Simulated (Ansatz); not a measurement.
Here is an Ansatz 0.2.0 calculation.

Contents of input.yaml:

```yaml
crystal:
  lattice:
    - [-2.9888745628, 2.9888745628, 5.6642966801]
    - [2.9888745628, -2.9888745628, 5.6642966801]
    - [2.9888745628, 2.9888745628, -5.6642966801]
  atoms:
    - { symbol: Cd, position: [0.5, 0.5, 0.0] }
    - { symbol: Cd, position: [0.25, 0.75, 0.5] }
    - { symbol: As, position: [0.09621757, 0.125, 0.47121757] }
    - { symbol: As, position: [0.375, 0.90378243, 0.02878243] }
    - { symbol: As, position: [0.65378243, 0.625, 0.52878243] }
    - { symbol: As, position: [0.875, 0.34621757, 0.97121757] }
    - { symbol: Ge, position: [0.75, 0.25, 0.5] }
    - { symbol: Ge, position: [0.0, 0.0, 0.0] }
hamiltonian:
  xc: pbesol
  pseudopotentials: { kind: paw }
kpoints:
  mp_grid: { grid: [6, 6, 6] }
scf:
  occupations: { method: fermi_dirac, width: 0.05 }
output:
  forces: true
  stress: true
  eigenvalues: true
```

Potentials or basis: Ansatz PAW.

The run is started by

```bash
$ ansatz run input.yaml --threads 4 --pin off --max-ram 11264MiB --backend cpu --events-out ev --progress --plain --runs-dir out
```

**Question.** What does it give for the pressure?

**Answer.** -0.7 GPa.

**Question.** What does it give for the largest force?

**Answer.** 0.178 eV/Å.

**Question.** Estimate the band gap on the k mesh.

**Answer.** 0.19 eV, indirect (least direct gap 0.22 eV).

Forces in eV/Å, atoms in the order of the input:
```
Cd   0.000  0.000  0.000
Cd   0.000  0.000  0.000
As   0.000  0.178  0.000
As  -0.178  0.000  0.000
As   0.000 -0.178  0.000
As   0.178  0.000  0.000
Ge   0.000  0.000  0.000
Ge   0.000  0.000  0.000
```

Caveat: the PAW data sets come from PBE, with cores solved anew for the run's functional, which leaves a small shift of forces and pressure.

**Experimental background.**

From a printed reference work, data compilation, original work of 1975, for a bulk crystal of CdGeAs2 at 300 K: band gap 0.57 eV (direct).

Measured gap of CdGeAs2: 0.57 eV (direct; 300 K; a printed reference work, data compilation, original work of 1975). This calculation gives 0.19 eV (-0.38 eV). Spin-orbit coupling on As, Cd, Ge is left out. The value is that of PBEsol on a finite k mesh, which can miss the band edges, without temperature or zero-point motion. Semilocal functionals fall short of measured gaps as a rule. The cell is a database's relaxed one, not the measured one, which moves gaps too.
